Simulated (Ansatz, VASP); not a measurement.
# Sb: VASP beside Ansatz

Aim: how closely do two programs agree when they are given the same cell, functional and k mesh? The cell is taken from a series of runs on this material, whose earlier steps may have relaxed, scaled, displaced or heated it; both programs get it as it stands.

Program: Ansatz 0.2.0. Level of theory: plane waves, with VASP 6.6.1 beside it; single point at HSE06. Results are calculated unless marked as measured.

## Step 1: Starting point

The cell holds 4 atoms: 4 Sb. Cell: a = 4.010 Å, b = 4.010 Å, c = 37.400 Å, α = 90.0°, β = 90.0°, γ = 120.0°. Vacuum lies along c.

## Step 2: VASP: single point, HSE06

A single point gives forces, pressure and levels at one fixed geometry, so differences don't come from the geometry; what else differs is listed under the comparison.

Lines of VASP's logs that name or quote its potential files are left out, and so is its time.

The run reads the wave functions of an earlier VASP run, which isn't shown here.

The input, INCAR:

```
SYSTEM = Sb
PREC = Accurate
ENCUT = 400
EDIFF = 1E-06
NELM = 100
ISMEAR = 0
SIGMA = 0.01
LREAL = .FALSE.
ALGO = Normal
LHFCALC = .TRUE.
AEXX = 0.25
GGA = PE
HFSCREEN = 0.208
LASPH = .TRUE.
NBANDS = 16
PRECFOCK = Fast
LORBIT = 11
LWAVE = .FALSE.
LCHARG = .FALSE.
NCORE = 8
ISIF = 2
LDIPOL = .TRUE.
IDIPOL = 3
DIPOL = 0.5 0.5 0.5
LVHAR = .TRUE.
```

The input, POSCAR:

```
Sb
1.0
    4.0103421423      0.0000000000      0.0000000000
   -2.0051710711      3.4730581731      0.0000000000
    0.0000000000      0.0000000000     37.4000000000
Sb
4
Direct
    0.3333333333      0.6666666667      0.4487071665
    0.6666666667      0.3333333333      0.4047697972
    0.6666666667      0.3333333333      0.5952302028
    0.3333333333      0.6666666667      0.5512928335
```

The input, KPOINTS:

```
Automatic mesh
0
Gamma
3 3 1
0 0 0
```

The projector-augmented-wave data sets are Sb (PBE family, release 64).

Run with:

```sh
$ mpirun -np 8 vasp_std
```

Numbers of over 12 decimals in the logs are rounded to 6 here.

The program printed:

```text
[banner, memory and clock lines left out]
running    8 mpi-ranks, on    1 nodes
 distrk:  each k-point on    8 cores,    1 groups
 distr:  one band on    8 cores,    1 groups

 POSCAR found type information on POSCAR Sb
 POSCAR found :  1 types and       4 ions
|                                                                             |
|           W    W    AA    RRRRR   N    N  II  N    N   GGGG   !!!           |
|           W    W   A  A   R    R  NN   N  II  NN   N  G    G  !!!           |
|           W    W  A    A  R    R  N N  N  II  N N  N  G       !!!           |
|           W WW W  AAAAAA  RRRRR   N  N N  II  N  N N  G  GGG   !            |
|           WW  WW  A    A  R   R   N   NN  II  N   NN  G    G                |
|           W    W  A    A  R    R  N    N  II  N    N   GGGG   !!!           |
|                                                                             |
|     For optimal performance we recommend to set                             |
|       NCORE = 2 up to number-of-cores-per-socket                            |
|     NCORE specifies how many cores store one orbital (NPAR=cpu/NCORE).      |
|     This setting can greatly improve the performance of VASP for DFT.       |
|     The default, NCORE=1 might be grossly inefficient on modern             |
|     multi-core architectures or massively parallel machines. Do your        |
|     Unfortunately you need to use the default for GW and RPA                |
|     calculations (for HF NCORE is supported but not extensively tested      |
|     yet).                                                                   |
|                                                                             |

 LDA part: xc-table for (Slater+PW92), standard interpolation
 found WAVECAR, reading the header
 POSCAR, INCAR and KPOINTS ok, starting setup
 FFT: planning ... GRIDC
 FFT: planning ... GRID_SOFT
 FFT: planning ... GRID
 reading WAVECAR
 the WAVECAR file was read successfully
 initial charge from wavefunction
 entering main loop
       N       E                     dE             d eps       ncg     rms          rms(c)
DAV:   1    -0.191264682744E+02   -0.19126E+02   -0.65315E+00    96   0.155E+01    0.311E+01
DAV:   2    -0.191564749088E+02   -0.30007E-01   -0.11411E-01   120   0.296E+00    0.202E+01
DAV:   3    -0.191534992256E+02    0.29757E-02   -0.45047E-03   120   0.407E-01    0.124E+01
DAV:   4    -0.191523013058E+02    0.11979E-02   -0.10349E-03   104   0.165E-01    0.744E+00
DAV:   5    -0.191519572837E+02    0.34402E-03   -0.36880E-04   128   0.980E-02    0.443E+00
DAV:   6    -0.191518825967E+02    0.74687E-04   -0.10700E-04   112   0.541E-02    0.263E+00
DAV:   7    -0.191518798566E+02    0.27402E-05   -0.31530E-05   104   0.306E-02    0.156E+00
DAV:   8    -0.191518921438E+02   -0.12287E-04   -0.98096E-06   120   0.177E-02    0.924E-01
DAV:   9    -0.191519062105E+02   -0.14067E-04   -0.32232E-06   112   0.105E-02    0.549E-01
DAV:  10    -0.191519168289E+02   -0.10618E-04   -0.10694E-06    96   0.640E-03    0.326E-01
DAV:  11    -0.191519250402E+02   -0.82113E-05   -0.52447E-07    96   0.479E-03    0.194E-01
DAV:  12    -0.191519308212E+02   -0.57810E-05   -0.29088E-07    88   0.367E-03    0.115E-01
DAV:  13    -0.191519351023E+02   -0.42811E-05   -0.23131E-07    96   0.311E-03    0.681E-02
DAV:  14    -0.191519383123E+02   -0.32099E-05   -0.12391E-07    88   0.241E-03    0.404E-02
DAV:  15    -0.191519406940E+02   -0.23817E-05   -0.98282E-08    80   0.199E-03    0.239E-02
DAV:  16    -0.191519426716E+02   -0.19776E-05   -0.65137E-08    88   0.161E-03    0.142E-02
DAV:  17    -0.191519441699E+02   -0.14984E-05   -0.48059E-08    72   0.133E-03    0.837E-03
DAV:  18    -0.191519455031E+02   -0.13331E-05   -0.38064E-08    80   0.112E-03    0.497E-03
DAV:  19    -0.191519465343E+02   -0.10312E-05   -0.32768E-08    72   0.946E-04    0.293E-03
DAV:  20    -0.191519474842E+02   -0.94993E-06   -0.25986E-08    72   0.823E-04
   1 F= -.19151947E+02 E0= -.19151947E+02  d E =-.163983E-37
```

Parts of OUTCAR (step 2):

```text
ion  position               nearest neighbor table
   1  0.333  0.667  0.449-   2 2.84   2 2.84   2 2.84
   2  0.667  0.333  0.405-   1 2.84   1 2.84   1 2.84
   3  0.667  0.333  0.595-   4 2.84   4 2.84   4 2.84
   4  0.333  0.667  0.551-   3 2.84   3 2.84   3 2.84

  LATTYP: Found a hexagonal cell.
 ALAT       =     4.0103421423
 C/A-ratio  =     9.3258875859

 Subroutine GETGRP returns: Found 12 space group operations
 (whereof 12 operations were pure point group operations)

The static configuration has the point symmetry D_3h.

 Found      3 irreducible k-points:

   k-points           NKPTS =      3   k-points in BZ     NKDIM =      9   number of bands    NBANDS=     16

   dimension x,y,z NGX =    28 NGY =   28 NGZ =  250
   dimension x,y,z NGXF=    56 NGYF=   56 NGZF=  500

   ENCUT  =  400.0 eV  29.40 Ry    5.42 a.u.   6.54  6.54 60.99*2*pi/ulx,y,z

   NELECT =      20.0000    total number of electrons

 k-points in reciprocal lattice and weights: Automatic mesh
   0.00000000  0.00000000  0.00000000       0.111
   0.33333333 -0.00000000  0.00000000       0.667
   0.33333333  0.33333333  0.00000000       0.222

  exchange ACFDT corr.  =         0.00000000  see jH, gK, PRB 81, 115126

 dipolmoment           0.000000      0.000000      0.000000 electrons x Angstroem

 average (electrostatic) potential at core
       1 -90.4416       2 -90.4388       3 -90.4388       4 -90.4416

 E-fermi :  -2.2420

 k-point     1 :       0.0000    0.0000    0.0000
  band No.  band energies     occupation
    ...
      6      -2.4625      2.00000
      7      -2.4085      2.00000
      8      -2.4085      2.00000
      9      -2.3316      2.00000
     10      -2.3316      2.00000
     11       0.0666      0.00000
     12       0.5614      0.00000
     13       1.0994      0.00000
     14       1.0994      0.00000
     15       1.2619      0.00000
    ...

 k-point     2 :       0.3333   -0.0000    0.0000
  band No.  band energies     occupation
    ...
      6      -5.8018      2.00000
      7      -3.9274      2.00000
      8      -3.8749      2.00000
      9      -3.8516      2.00000
     10      -2.9548      2.00000
     11      -0.9529      0.00000
     12      -0.2160      0.00000
     13       1.0207      0.00000
     14       1.7477      0.00000
     15       1.8057      0.00000
    ...

 k-point     3 :       0.3333    0.3333    0.0000
  band No.  band energies     occupation
    ...
      6      -6.5037      2.00000
      7      -5.1491      2.00000
      8      -4.6412      2.00000
      9      -4.4568      2.00000
     10      -4.0113      2.00000
     11      -0.8706      0.00000
     12      -0.2602      0.00000
     13       1.3186      0.00000
     14       1.3913      0.00000
     15       2.4943      0.00000
    ...

  Total        3.9018728      3.9018728     -0.6843611      0.0000000      0.0000000     -0.0000000
  in kB       12.0010324     12.0010324     -2.1048969      0.0000000      0.0000000     -0.0000000
  external PRESSURE =       7.2990560 kB  Pullay stress =       0.0000000 kB

  energy-cutoff  :      400.00
  volume of cell :      520.91
      direct lattice vectors                 reciprocal lattice vectors
     4.010342142  0.000000000  0.000000000     0.249355283  0.143965340  0.000000000
    -2.005171071  3.473058173  0.000000000     0.000000000  0.287930680  0.000000000
     0.000000000  0.000000000 37.400000000     0.000000000  0.000000000  0.026737968

 POSITION                                       TOTAL-FORCE (eV/Angst)
 -----------------------------------------------------------------------------------
     -0.00000      2.31537     16.78165         0.000000      0.000000     -0.571204
      2.00517      1.15769     15.13839        -0.000000     -0.000000      0.402024
      2.00517      1.15769     22.26161        -0.000000     -0.000000     -0.402024
     -0.00000      2.31537     20.61835         0.000000     -0.000000      0.571204
 -----------------------------------------------------------------------------------
    total drift:                                0.000000     -0.000000      0.000000

  FREE ENERGIE OF THE ION-ELECTRON SYSTEM (eV)
  ---------------------------------------------------
  free  energy   TOTEN  =       -19.1519474842 eV

  energy  without entropy=      -19.1519474842  energy(sigma->0) =      -19.15194748

 vacuum level on the upper side and lower side of the slab         2.617         2.617

 total charge
# of ion       s       p       d       tot
------------------------------------------
    1        1.231   1.365   0.033   2.629
    2        1.226   1.365   0.033   2.624
    3        1.226   1.365   0.033   2.624
    4        1.231   1.365   0.033   2.629
--------------------------------------------------
tot          4.915   5.460   0.132  10.506
```

The k-mesh is coarse for exact exchange; levels may shift by about 0.1 eV on a finer one.

## Step 3: Ansatz: single point, HSE06

Ansatz runs on its PAW soft_1 files.

The same cell, functional and mesh now go to Ansatz, which takes its cutoff from its data sets.

The input, input.yaml:

```yaml
crystal:
  lattice:
    - [4.0103421423, 0.0, 0.0]
    - [-2.0051710711, 3.4730581731, 0.0]
    - [0.0, 0.0, 37.4]
  atoms:
    - { symbol: Sb, position: [0.3333333333, 0.6666666667, 0.4487071665] }
    - { symbol: Sb, position: [0.6666666667, 0.3333333333, 0.4047697972] }
    - { symbol: Sb, position: [0.6666666667, 0.3333333333, 0.5952302028] }
    - { symbol: Sb, position: [0.3333333333, 0.6666666667, 0.5512928335] }
  periodic: [true, true, false]
kpoints:
  mp_grid: { grid: [3, 3, 1] }
  band_path:
    path:
      - [0.0, 0.0, 0.0]
      - [0.5, 0.0, 0.0]
      - [0.3333333333, 0.3333333333, 0.0]
      - [0.0, 0.3333333333, 0.0]
      - [0.25, 0.0, 0.0]
    npoints: 1
hamiltonian:
  xc: hse06
  pseudopotentials: { kind: paw, azcp: { folder: soft_1 } }
scf:
  occupations: { method: fixed }
  n_extra_bands: 5
output:
  eigenvalues: true
```

Run with:

```sh
$ ansatz run input.yaml --threads 4 --pin off --max-ram 17510MiB --backend cpu --events-out ev --progress --plain --runs-dir out
```

The program printed:

```text
scf.n_extra_bands = 5 over 30 filled bands (N_el = 60.0): the run solves 35 bands
Engine: ansatz 0.2.0, aarch64-unknown-linux-gnu
Pseudopotentials: kind: paw
Pseudopotential: Sb, paw, valence charge 15, recommended cutoff 420 eV (normal), soft_1/Sb.paw.azcp
Functional definition: HSE06
  parameter a = 0.25
  parameter omega = 0.11/bohr
  exchange = pbe_x - a*pbe_x_sr(omega) + a*exact_x_sr(omega)
  correlation = pbe_c
davidson cushion auto → on  (no smearing: the cushion is to keep the highest requested band from converging to the state above it; pin scf.eigensolver.cushion to override)
Crystal: 4 atoms, lattice volume = 520.913 Å³
Basis set: ecut = 420 eV, 10229 PW (Γ)
Bands: 35, of which v1, the nominal top of the filled ones, is band 30 counted from 1 (29 counted from 0)
Symmetry: 12 space group operations
Space group: P-6m2 (ITA 187), of the structure as read, at distance tolerance 8.0e-5 Å
k-points: 3 of 9 (time reversal used)
Non-local potential: Sb, projectors of the file, l = 0: 2, l = 1: 2, l = 2: 2, l = 3: 1
PAW form: soft (Blöchl's): semilocal exchange-correlation on the pseudo side does not see the compensation charge
PAW frozen core: Sb, regenerated for the run's functional, and the local potential with it (the file was generated under x = pbe(κ = 0.804, μ = 0.219515), c = pbe(β = 0.066725))
PAW one-centre angular grid: Sb, 590 points (default); XC on 64 Gauss nodes
Initial density: superposition of atomic densities (neutral atoms: chi_scale 0, normalization atom)
Initial wavefunctions: pseudopotential atomic-orbital guess
Functional: x = pbe(κ = 0.804, μ = 0.219515), c = pbe(β = 0.066725), warm-up for x = pbe(κ = 0.804, μ = 0.219515) + 0.25 (exact − pbe) at short range (hse, ω = 0.207870 Å⁻¹), c = pbe(β = 0.066725); HSE06 as pw.x's `hse` composes it (authors' and Libxc's form: `xc: wpbeh`)
iter 1 solved again at ethr=9.17e-4 eV; its pass at ethr=1.00e-1 eV (dr2=5.50e-1 eV) is discarded
SCF iter   1: F=—  HF=-25937.067099 eV  |F-HF|=—  |Δ(HF+E_count)|=         —  Δρ=1.04e-2  dr2=6.51e-1  ethr=9.17e-4  ⟨swp⟩=5.3  Hψ=610  notcnv=0
preconditioner: auto → none  [insulator: Δε(μ)=0.872 eV  Ē_g=7.158 eV  n_scr=64 (ndim 8)  ℏωp=7.3 eV  f_vac=0.693]
SCF iter   2: F=—  HF=-25936.980638 eV  |F-HF|=—  |Δ(HF+E_count)|=   8.65e-2  Δρ=5.12e-3  dr2=1.21e-1  ethr=9.17e-4  ⟨swp⟩=4.3  Hψ=263  notcnv=0
SCF iter   3: F=—  HF=-25937.051974 eV  |F-HF|=—  |Δ(HF+E_count)|=   7.13e-2  Δρ=3.26e-3  dr2=6.65e-1  ethr=2.02e-4  ⟨swp⟩=4.0  Hψ=294  notcnv=0  recentre
SCF iter   4: F=—  HF=-25936.989685 eV  |F-HF|=—  |Δ(HF+E_count)|=   6.23e-2  Δρ=1.46e-3  dr2=7.79e-2  ethr=2.02e-4  ⟨swp⟩=4.3  Hψ=271  notcnv=0
iter 5 solved again at ethr=1.20e-6 eV; its pass at ethr=1.30e-4 eV (dr2=7.22e-4 eV) is discarded
SCF iter   5: F=—  HF=-25936.983360 eV  |F-HF|=—  |Δ(HF+E_count)|=   6.33e-3  Δρ=6.74e-4  dr2=9.14e-4  ethr=1.20e-6  ⟨swp⟩=4.7  Hψ=592  notcnv=0
eigensolver tolerance schedule calibrated: the retry pair's looser diagonalisation under-reported the residual by θ = 0.21 (0.10/decade); ethr = c·dr2/N_el runs at the constant in force after the calibration composes with the one it found (an armed cap, an earlier calibration), c = 9.4e-2
SCF iter   6: F=—  HF=-25936.983503 eV  |F-HF|=—  |Δ(HF+E_count)|=   1.43e-4  Δρ=2.07e-4  dr2=3.13e-4  ethr=1.20e-6  ⟨swp⟩=4.0  Hψ=339  notcnv=0
SCF iter   7: F=-25936.983388 eV  HF=-25936.983418 eV  |F-HF|=2.93e-5  |Δ(HF+E_count)|=   8.58e-5  Δρ=8.37e-5  dr2=3.59e-5  ethr=4.88e-7  ⟨swp⟩=3.3  Hψ=249  notcnv=0
SCF 1 stopped early in 7 iterations: F = -25936.983388 eV  dr2 = 3.59e-5
  greatest PAW one-centre occupation: 0.995 electrons in one spin orbital (limit 2), on the Sb atom at site 2 (counted from 0), in its partial waves of l = 2
Initial density: handed on by an earlier stage of this run
Initial wavefunctions: those handed on with the density
Functional: x = pbe(κ = 0.804, μ = 0.219515) + 0.25 (exact − pbe) at short range (hse, ω = 0.207870 Å⁻¹), c = pbe(β = 0.066725); HSE06 as pw.x's `hse` composes it (authors' and Libxc's form: `xc: wpbeh`)
Exchange kernel: α = 0.2500, screened, ω = 0.2079 Å⁻¹, Wigner–Seitz truncation, v(0) = 989.2247 eV·Å³, q-mesh 3×3×1, nearest image of the exchange supercell L = 12.03 Å, pair-density grid 20×20×160, without the augmentation charges, whose exchange is taken in its separable form by FFT convolution over the k-point mesh (sized by the pseudopotential files, 24×24×250 at the most), smooth part of the exact exchange by density-matrix convolution
Frozen-core exchange: fock
SCF iter   1: F=—  HF=-25954.049088 eV  |F-HF|=—  |Δ(HF+E_count)|=         —  Δρ=1.87e-3  dr2=1.07e-2  ethr=5.98e-7  ⟨swp⟩=10.7  Hψ=562  notcnv=0
preconditioner: auto → none  [insulator: Δε(μ)=1.272 eV  Ē_g=8.106 eV  n_scr=64 (ndim 8)  ℏωp=7.3 eV  f_vac=0.700]
SCF iter   2: F=—  HF=-25954.046351 eV  |F-HF|=—  |Δ(HF+E_count)|=   2.74e-3  Δρ=5.21e-4  dr2=2.09e-3  ethr=5.98e-7  ⟨swp⟩=5.0  Hψ=450  notcnv=0
SCF iter   3: F=—  HF=-25954.057678 eV  |F-HF|=—  |Δ(HF+E_count)|=   1.13e-2  Δρ=3.67e-4  dr2=4.54e-4  ethr=5.98e-7  ⟨swp⟩=5.3  Hψ=451  notcnv=0
SCF iter   4: F=—  HF=-25954.057564 eV  |F-HF|=—  |Δ(HF+E_count)|=   1.14e-4  Δρ=4.82e-5  dr2=4.21e-5  ethr=5.98e-7  ⟨swp⟩=3.0  Hψ=247  notcnv=0
SCF iter   5: F=-25954.057791 eV  HF=-25954.057794 eV  |F-HF|=2.70e-6  |Δ(HF+E_count)|=   2.30e-4  Δρ=4.81e-5  dr2=8.17e-6  ethr=1.41e-8  ⟨swp⟩=5.7  Hψ=454  notcnv=0
SCF 2 stopped early in 5 iterations: F = -25954.057791 eV  dr2 = 8.17e-6
  greatest PAW one-centre occupation: 0.995 electrons in one spin orbital (limit 2), on the Sb atom at site 1 (counted from 0), in its partial waves of l = 2
hybrid outer 1: dexx = +1.308e-2 eV, tail = 7.93e-5 eV
Exchange kernel: α = 0.2500, screened, ω = 0.2079 Å⁻¹, Wigner–Seitz truncation, v(0) = 989.2247 eV·Å³, q-mesh 3×3×1, nearest image of the exchange supercell L = 12.03 Å, pair-density grid 20×20×160, without the augmentation charges, whose exchange is taken in its separable form by FFT convolution over the k-point mesh (sized by the pseudopotential files, 24×24×250 at the most), smooth part of the exact exchange by density-matrix convolution
Frozen-core exchange: fock
SCF iter   1: F=—  HF=-25954.057646 eV  |F-HF|=—  |Δ(HF+E_count)|=         —  Δρ=1.61e-5  dr2=1.45e-6  ethr=6.60e-7  ⟨swp⟩=2.7  Hψ=235  notcnv=0
preconditioner: auto → none  [insulator: Δε(μ)=1.311 eV  Ē_g=8.122 eV  n_scr=64 (ndim 8)  ℏωp=7.3 eV  f_vac=0.700]
SCF iter   2: F=—  HF=-25954.057649 eV  |F-HF|=—  |Δ(HF+E_count)|=   2.19e-6  Δρ=9.33e-6  dr2=5.07e-7  ethr=2.23e-9  ⟨swp⟩=5.3  Hψ=394  notcnv=0
iter 3 solved again at ethr=6.61e-11 eV; its pass at ethr=7.66e-10 eV (dr2=3.97e-8 eV) is discarded
SCF iter   3: F=-25954.057648 eV  HF=-25954.057648 eV  |F-HF|=5.89e-9  |Δ(HF+E_count)|=   1.09e-7  Δρ=3.98e-6  dr2=5.01e-8  ethr=6.61e-11  ⟨swp⟩=3.0  Hψ=503  notcnv=0
SCF 3 converged in 3 iterations: F = -25954.057648 eV  dr2 = 5.01e-8
hybrid outer 2: dexx = +9.562e-7 eV, tail = 1.29e-7 eV, Δε = 2.79e-3 eV (about 1.99e-4 eV left of the loop's levels)
NSCF: frozen V_eff on 5 k-points
hybrid SCF converged: 2 outer / 8 inner (+7 warm-up), last move |dexx| = 9.56e-7 eV, tail = 1.29e-7 eV
Stability not checked: this state was not tested for a lower state beside it, because the functional holds exact exchange (a hybrid, or Hartree-Fock), whose exchange loop this test does not read (fock_operator; see scf.lower_state_search)
Free energy (F): -25954.057649 eV
Frozen-core exchange: fock
Harris-Foulkes:  -25954.057649 eV  (|F-HF|=5.89e-9)
Internal energy: -25954.057649 eV  (E = F + TS)
E sigma→0 (E₀):  -25954.057649 eV
Fermi energy:    -4.858664 eV
--- Per-component energies (eV) ---
  E_band       = -1626.860958
  E_kinetic    = 651.297054
  E_local      = -148141.081786  (includes V_loc(G=0)·N_el)
  E_nonlocal   = 1553.846117
  E_hartree    = 73112.017535
  E_xc         = -318.992921
  E_vxc        = -291.039853  (∫ρ·V_xc dr)
  E_exx        = -162.361251  (= α·E_x^exact, valence–valence)
  E_paw        = -18107.366965  (= ΣΔE_a)
  E_vpaw       = -1299.197822  (= ΣTr[D̂ρ^β])
  E_aug_tail   = 0.000551  (compensation charges beyond the density's cutoff)
  E_ewald      = 65458.482750
  E_core_change = 0.101269  (= ΣΔE_core)
  E_smearing   = -0.000000  (= −TS)
  E_closure    = 0.000000  (closes the sum)
  Σ components = -25954.057649   (vs F -25954.057649, Δ=-3.64e-12)
--- Band table (eV) ---
  k-point 0: bands = [... 26 lower, -4.9375, -4.9375, -4.8587, -4.8587, -2.4666, -1.9670, -1.4787, -1.4787, ... 1 higher]
  k-point 1: bands = [... 26 lower, -6.4684, -6.4607, -6.3830, -5.5414, -3.5473, -2.7994, -1.5724, -0.8461, ... 1 higher]
  k-point 2: bands = [... 26 lower, -7.7339, -7.2272, -7.0385, -6.5920, -3.4908, -2.8734, -1.2933, -1.2113, ... 1 higher]
  the weakly bound empty levels are not read free of the cell's end (exact_exchange)
```

## Step 4: Differences

Known differences besides the potentials themselves: exact exchange at q = 0 is treated differently, which shows on coarse meshes; VASP keeps PBE cores, Ansatz makes them for the functional; fixed occupations in Ansatz, narrow Gaussian smearing in VASP; Ansatz cuts the interaction across the vacuum, VASP repeats the sheet with a dipole correction; the data sets hold 60 valence electrons in Ansatz (on its PAW soft_1 files) and 20 in VASP; the cutoff is 420 eV in Ansatz and 400 eV in VASP; VASP takes a coarser grid for exact exchange (PRECFOCK = Fast). Total energies have different zeros and are not compared.

Compared:

| quantity | Ansatz | VASP | difference |
| --- | --- | --- | --- |
| gap on the k mesh (eV) | 1.311 | 1.379 | -0.067 |

A gap on the mesh is an upper bound, since the band edges may lie between its points. With vacuum in the cell, a pressure given here is an average over mostly empty space and none of the material.

## Step 5: Results

| Property | Result |
| --- | --- |
| difference in gap on the k mesh (single point, HSE06) | -0.067 eV |

The difference in gap on the k mesh is -0.067 eV (single point, HSE06), within the 0.08 eV picked in this series as the mark of a large difference. The data sets hold unlike numbers of valence electrons (60 in Ansatz and 20 in VASP), so part of the differences comes from the potentials. How closely two codes agree says nothing of how well the functional describes the real material.

[Lines on the potential files, build, host, timing and source positions are cut from VASP's logs without a mark.]

[Logs are printed without paths, hosts, clocks, repeated set-up lines and the standing remarks that a program may print on its own settings, such as how far it seeks lower states.]

[Hosts, paths, dates, database ids (printed as entryN), source tags and the programs' standing remarks are cut or masked in the printed files.]
